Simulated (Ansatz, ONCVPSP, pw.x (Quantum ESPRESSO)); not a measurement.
# Mg (Z = 12): one change to the ONCV potential, in the atom and in the fcc crystal

```
Element                 : magnesium (Mg)
Generator               : ONCVPSP 4.0.1.1 (patched build)
Type                    : optimised norm-conserving Vanderbilt (ONCV)
Functional              : PBE
Relativity              : scalar-relativistic
Frozen core             : [Ne]
Valence charge          : 2
Reference configuration : 3s2
Partial waves           : 3s: rc 2.40 bohr, ncon 4, nbas 9, qcut 2.7 1/bohr, 1 projector; p scattering state at 0.42 Ha: rc 2.25 bohr, ncon 3, nbas 7, qcut 4.3 1/bohr, 2 projectors, debl 2.5 Ha; d scattering state at 0.13 Ha: rc 2.45 bohr, ncon 3, nbas 7, qcut 3.3 1/bohr, 2 projectors, debl 2.2 Ha
Local potential         : polynomial inside 1.50 bohr (lpopt 2, dvloc0 3 Ha)
Core correction         : Teter function, fcfact 3.75, rcfact 1.3
```

Change: p: nproj 1.

Cutoffs, loose and tight: the cutoffs (Ha) at which the residual kinetic energy of the hardest occupied pseudo-wave falls to 1 and 0.1 mHa per electron. They do not see the model core or the augmentation charge, which bear on the density cutoff. Test errors are all-electron minus pseudo excitation energies from the reference, over the configurations 3s1; 3s1.5; 3s1 3p1; 3s0 3p1; variants that change the core or the reference have their own tests.

Crystal test: fcc Mg in pw.x 7.5, no spin, 13³ k-points, Fermi–Dirac smearing 0.01 Ry, cutoffs set for each file from its atomic test. The reference is all-electron LAPW (Ansatz 0.2.0) with the same functional, mesh and smearing; V0 and B0 come from Birch–Murnaghan fits to the pressures at five volumes. Errors are pseudo minus all-electron; Δ is the rms difference of the E(V) curves that follow from these fits, minima aligned, over ±6 % about the mean V0. Mesh and smearing are coarse, so the numbers serve the comparison and aren't converged zero-temperature values; the lattice is a test structure that the element need not adopt.

All-electron: a0 = 4.524 Å (V0 = 23.15 Å³/atom), B0 = 35.0 GPa.

Problem. Does the change bring the crystal closer to the all-electron result?

Solution. The mean pressure error goes from -0.36 to -0.84 GPa, so the change moves the solid further from the all-electron pressures.

| quantity | base | changed |
| --- | --- | --- |
| outcome (atom) | generated | generated |
| cutoff, loose (atom) | 3.2 Ha | 3.2 Ha |
| cutoff, tight (atom) | 13 Ha | 13 Ha |
| bound ghosts (atom) | none | none |
| largest test error (meV) (atom) | +9.5 over the solved tests; 1 of 4 tests not solved or not reliable | +21 over the solved tests; 1 of 4 tests not solved or not reliable |
| cutoffs in pw.x (Ry) | 50/200 | 50/200 |
| a0 (Å) | 4.509 | 4.488 |
| a0 error (%) | -0.34 | -0.79 |
| B0 error (%) | +2.2 | +4.6 |
| Δ (meV/atom) | 1.8 | 4.3 |
| mean pressure error (GPa) | -0.36 | -0.84 |

Base: Atomic configuration tests: 1 of 4 tests not solved or not reliable. The cutoffs count occupied waves only; projector 2 of the d channel, the hardest unoccupied one, needs 36 Ha at the loose tolerance. Changed file: This is a poor potential for the solid. Atomic configuration tests: 1 of 4 tests not solved or not reliable. The cutoffs count occupied waves only; projector 2 of the d channel, the hardest unoccupied one, needs 36 Ha at the loose tolerance.
